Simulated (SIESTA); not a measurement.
Al: equation of state with PBEsol

**What was measured.**

“The interpretation of polycrystalline coherent inelastic neutron scattering from aluminium”, 2013, pmc:3831299 quotes, for a bulk crystal of Al: bulk modulus 76.9 GPa.

Al:

```xyz
1
Lattice="0.0000 2.0248 2.0248 2.0248 0.0000 2.0248 2.0248 2.0248 0.0000" Properties=species:S:1:pos:R:3 pbc="T T T"
Al    0.0000    0.0000    0.0000
```

* Program: SIESTA 5.4.2
* Task: equation of state
* Functional: PBEsol
* Potentials or basis: PseudoDojo 0.4 standard (PBEsol files)
* Basis: DZP (energy shift 0.003 Ry)
* Grid cutoff: 500 Ry
* Energy shift: 0.003 Ry
* k mesh: 11 × 11 × 11
* Occupations: fermi-dirac, width 0.05 eV
* Spin: no spin polarisation

```
Equilibrium volume                      : 16.22 Å³/atom
Bulk modulus                            : 88 GPa
Pressure derivative of the bulk modulus : 4.9
```

Energy against volume, from the lowest point:
```
volume (Å³/atom)  energy (meV/atom)
          15.607               6.86
          15.939               1.37
          16.271               0.00
          16.603               2.30
          16.935               7.86
          17.267              16.28
          17.599              27.24
```

All runs of the series together: 7.5 min on 1 thread of Arm Neoverse N1, with other jobs on the host.

Against the measured bulk modulus of Al, 76.9 GPa (quoted in “The interpretation of polycrystalline coherent inelastic neutron scattering from aluminium”, 2013, pmc:3831299), the calculated 88 GPa is off by +14.2 %. The fit is for a static lattice scaled at fixed shape and fixed fractional positions.

Caveat: the basis of atomic orbitals isn't converged, which shifts pressures, moduli and gaps.
